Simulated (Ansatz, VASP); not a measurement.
## La in VASP and in Ansatz

```xyz
1
Lattice="-2.3648 2.3648 2.3648 2.3648 -2.3648 2.3648 2.3648 2.3648 -2.3648" Properties=species:S:1:pos:R:3 pbc="T T T"
La    0.0000    0.0000    0.0000
```

The cell was built by a generator and needn't be a form met in nature.

Alike in both runs: task single point; functional PBE; k mesh 5 × 5 × 5; no spin polarisation.

```csv
,VASP,Ansatz
version,VASP 6.6.1,Ansatz 0.2.0
potentials or method,"VASP PAW PBE potentials, release 64 (La)",PAW plane waves
plane-wave cutoff (eV),520,420
occupations,"fermi-dirac, width 0.1 eV",fermi-dirac
valence electrons in the cell,11,11
```

|  | VASP | Ansatz | Ansatz less VASP |
| --- | --- | --- | --- |
| gap on the k mesh at the Fermi level (eV) | none | none | - |
| pressure (GPa) | -5.1 | -5.0 | +0.05 |

A gap of «none» marks a metal or a gap that the smearing closes.

Caveats: the k mesh is coarse (spacing up to 0.38 Å⁻¹), so the values aren't converged. The runs have no spin-orbit coupling, so splittings on La are missing.
